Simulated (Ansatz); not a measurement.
**Al2Au under changes of volume**

One of the cells (18.000 Å³/atom); the others are scaled copies at fixed shape and fractional positions:

```
Au Al
1.0
     0.00000    3.00000    3.00000
     3.00000    0.00000    3.00000
     3.00000    3.00000    0.00000
Au Al
1 2
Cartesian
  0.0000 0.0000 0.0000
  4.5000 4.5000 4.5000
  1.5000 1.5000 1.5000
```

* Program: Ansatz 0.2.0
* Functional: PBEsol
* Potentials or basis: Ansatz PAW
* Cutoff: 420 eV (not typed: the program's choice for these potentials)
* k mesh: 8 × 8 × 8
* Occupations: fermi-dirac, width 0.05 eV
* Spin: no spin polarisation

| volume (Å³/atom) | energy over the lowest point (meV/atom) | pressure (GPa) |
| --- | --- | --- |
| 16.920 | ? | ? |
| 17.280 | 11.14 | 5.2 |
| 17.640 | 2.66 | 2.5 |
| 18.000 | 0.00 | 0.1 |
| 18.360 | 2.45 | -2.1 |
| 18.720 | 9.45 | -4.0 |
| 19.080 | 20.48 | -5.7 |

Problem. What does the run at 16.920 Å³/atom give?

Solution. Energy over the lowest point 26.13 meV/atom; pressure 8.3 GPa.

Worked out: A Birch-Murnaghan fit of order 3 (a polynomial in V^(-2/3)) to the other rows has its minimum at 18.00 Å³/atom with B0 = V·E''(V) = 114 GPa and B' = 5.1. It gives 26.16 meV/atom at 16.920 Å³/atom, against the run's 26.13, and -dE/dV = 8.3 GPa, against 8.3.

Energies are extrapolated to zero smearing.

Caveats: the PAW data sets come from PBE, with cores solved anew for the run's functional, which leaves a small shift of forces and pressure.
